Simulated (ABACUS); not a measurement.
Crystal: PbO2.

```
Pb O
1.0
     0.00000    2.70199    2.70199
     2.70199    0.00000    2.70199
     2.70199    2.70199    0.00000
Pb O
1 2
Direct
  0.00000 0.00000 0.00000
  0.75000 0.75000 0.75000
  0.25000 0.25000 0.25000
```

The cell comes from a database or a generator and needn't be the stable form of this composition.

```yaml
Program: ABACUS 3.10.1
Task: single point
Functional: PBE
Potentials_or_basis: PseudoDojo NC SR 0.4.1 PBE standard
Cutoff: 1361 eV
Density_cutoff: 5442 eV
Basis: DZP LCAO (the cutoffs set its grid)
k_mesh: 9 × 9 × 9
Occupations: fermi-dirac, width 0.05 eV
Spin: no spin polarisation
```

On this cell: pressure 5.4 GPa; largest force zero by symmetry; band gap on the k mesh none (metal or under the smearing width).

The same run follows on a disturbed copy (atoms moved at random, drawn with an rms of 0.05 Å):

```
CELL_PARAMETERS angstrom
0.00000 2.70199 2.70199
2.70199 0.00000 2.70199
2.70199 2.70199 0.00000
ATOMIC_POSITIONS crystal
Pb 0.99611 0.00198 0.00536
O 0.74542 0.74686 0.74195
O 0.23800 0.27224 0.24122
```

**Question.** What does the disturbed cell give?

**Answer.** The energy (extrapolated to zero smearing) moves by +10.6 meV/atom; pressure 5.8 GPa; largest force 0.584 eV/Å; band gap on the k mesh none (metal or under the smearing width).

Forces in eV/Å, atoms in the order of the input:
```
Pb  -0.091 -0.405  0.126
O    0.433  0.064  0.202
O   -0.342  0.341 -0.328
```

Stress tensor (GPa, compression positive):
```
 5.91 -0.52  0.22
-0.52  5.61 -0.95
 0.22 -0.95  5.78
```

Caveats: the atomic orbitals were generated for these runs and aren't a published set; the basis of atomic orbitals isn't converged, which shifts pressures, moduli and gaps.
